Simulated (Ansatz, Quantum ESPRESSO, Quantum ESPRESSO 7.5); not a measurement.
# Complex bands of BaS, rock salt type, lattice constant set to 6.479 Å

Wanted: the complex band structure of BaS, rock salt type, lattice constant set to 6.479 Å, as for a tunnel barrier.

Main program and level: Quantum ESPRESSO 7.5; plane-wave DFT, LDA, PseudoDojo norm-conserving pseudopotentials (cross-check by Ansatz 0.2.0 with PAW datasets).

## Step 1: The structure

It takes space group Fm-3m (No. 225, cubic). Conventional cell: a = 6.479 Å, b = 6.479 Å, c = 6.479 Å, α = 90.00°, β = 90.00°, γ = 90.00°. Nearest to Ba lie 6 S at 3.24 Å. Nearest to S lie 6 Ba at 3.24 Å. Farther neighbours and most contacts between anions are not listed.

## Step 2: SCF with pw.x

pwcond needs a cell whose third axis lies along the current and stands perpendicular to the other two.

The input, scf.in:

```
&control
  prefix = 'scf'
  outdir = './out'
  pseudo_dir = './pseudo'
  calculation = 'scf'
  tprnfor = .true.
/
&system
  ibrav = 0
  nat = 4
  ntyp = 2
  ecutwfc = 40
  ecutrho = 160
  occupations = 'fixed'
  nbnd = 20
/
&electrons
  conv_thr = 1e-09
  mixing_beta = 0.6
  electron_maxstep = 120
/
ATOMIC_SPECIES
  Ba  137.3270  Ba.dojo-sr-lda-0.4.1-standard.upf
  S   32.0600  S.dojo-sr-lda-0.4.1-standard.upf
CELL_PARAMETERS angstrom
  4.58134483530764 0.00000000000000 0.00000000000000
  0.00000000000000 4.58134483530764 0.00000000000000
  0.00000000000000 0.00000000000000 6.47900000000000
ATOMIC_POSITIONS crystal
  Ba  0.000000000000 0.000000000000 0.000000000000
  S   0.500000000000 0.500000000000 0.000000000000
  Ba  0.500000000000 0.500000000000 0.500000000000
  S   0.000000000000 0.000000000000 0.500000000000
K_POINTS automatic
  6 6 4 0 0 0
```

Launch:

```
$ OMP_NUM_THREADS=1 mpirun -n 2 pw.x -nk 2 -in scf.in > scf.out
```

The runs that follow: complex band structure; complex bands with pwcond.x, with ewind = 2.0 and epsproj = 0.001; complex band structure, with ikind = 1; the same in Ansatz; A check by hand. Settings of the main run: cutoff 40 Ry, fixed occupations, nbnd 20, SCF threshold 1.00e-9 Ry, dojo-sr-lda-0.4.1-standard potentials, 6×6×4 k-mesh, mpi ranks 2, pools 2, omp threads 1.

What does the calculation give for the smallest κ at mid-gap among the four k points, at the zone centre; and peak of the smallest κ in the stop band at the zone centre?

With a gap of 2.01 eV on the mesh, the smallest κ at mid-gap among the four k points, at the zone centre is 0.182 Å⁻¹ (LDA, PseudoDojo norm-conserving). For a barrier with the Fermi level at mid-gap the slowest state found, at the zone centre, loses a factor of ten in probability every 6.3 Å or so. Stop bands away from the zone centre are mostly wider than the gap, so their peaks can lie above the conduction bottom.

| Item | Value |
| --- | --- |
| smallest κ at mid-gap among the four k points, at the zone centre | 0.182 Å⁻¹ |
| peak of the smallest κ in the stop band at the zone centre | 0.193 Å⁻¹ |
| peak of the smallest κ in the stop band at (1/2, 0) | 0.361 Å⁻¹ |
| peak of the smallest κ in the stop band at (1/2, 1/2) | 0.245 Å⁻¹ |
| peak of the smallest κ in the stop band at (1/4, 0) | 0.255 Å⁻¹ |
| energy of the peak at the zone centre, over the highest filled level | 1.44 eV |
| peak at the zone centre by Ansatz | 0.197 Å⁻¹ |

At the zone centre pwcond's peak is 0.193 and Ansatz's 0.197 1/Å, 2 % apart. The cell is the a/√2 one, turned by 45°, with two primitive cells, so X along [001] folds onto kz = 0. A semilocal gap is too small, often by a third to a half and by more in narrow-gap crystals, so real barriers decay faster. Spin-orbit coupling is left out; depending on the atoms that carry the levels of interest, it can split and shift them by tens to hundreds of meV.

[Logs are printed without paths, hosts, clocks, repeated set-up lines and the standing remarks that a program may print on its own settings, such as how far it seeks lower states.]

[Hosts, paths, dates, database ids (printed as entryN), source tags and the programs' standing remarks are cut or masked in the printed files.]

[Maps of the electrostatic potential energy from Ansatz leave out the sawtooth potential of an applied field or a dipole correction, so their vacuum need not be flat; planar profiles and work functions include it.]
